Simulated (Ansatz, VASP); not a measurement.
# Two plane-wave programs on Te

```
Te
1.0
     4.19496    0.00000    0.00000
    -2.09748    3.63294    0.00000
     0.00000    0.00000    5.94804
Te
3
Direct
  0.28594 0.00000 0.33333
  0.00000 0.28594 0.66667
  0.71406 0.71406 0.00000
```

Alike in both runs: functional r2SCAN; dispersion D3(BJ); k mesh 9 × 9 × 6; occupations gaussian, width 0.02 eV; no spin polarisation.

Ansatz relaxed the structure, and its values are those at the end. VASP's run is a single point on that final structure, the one shown.

|  | VASP | Ansatz |
| --- | --- | --- |
| version | VASP 6.6.1 | Ansatz 0.2.0 |
| potentials or method | VASP PAW PBE potentials, release 64 (Te) | scalar-relativistic, plane waves, PAW |
| plane-wave cutoff (eV) | 520 | 500 |
| valence electrons in the cell | 18 | 48 |

|  | VASP | Ansatz | Ansatz less VASP |
| --- | --- | --- | --- |
| gap on the k mesh at the Fermi level (eV) | 0.03 | 0.06 | +0.023 |
| least direct gap on the mesh (eV) | 0.03 | 0.06 | +0.023 |
| pressure (GPa) | 4.3 | 4.3 | -0.02 |
| rms of the force components (eV/Å) | 0.014 | 0.001 | -0.0133 |

The two sets of potentials don't hold the same shells in valence. Ansatz warned: «dispersion_damping_borrowed».

Caveats: the PAW data sets were made with another functional, which shifts forces and pressure a little (VASP); spin-orbit coupling is left out, which moves the levels of the heavy elements; an odd mesh through Γ misses points on the zone boundary, where band edges often lie.
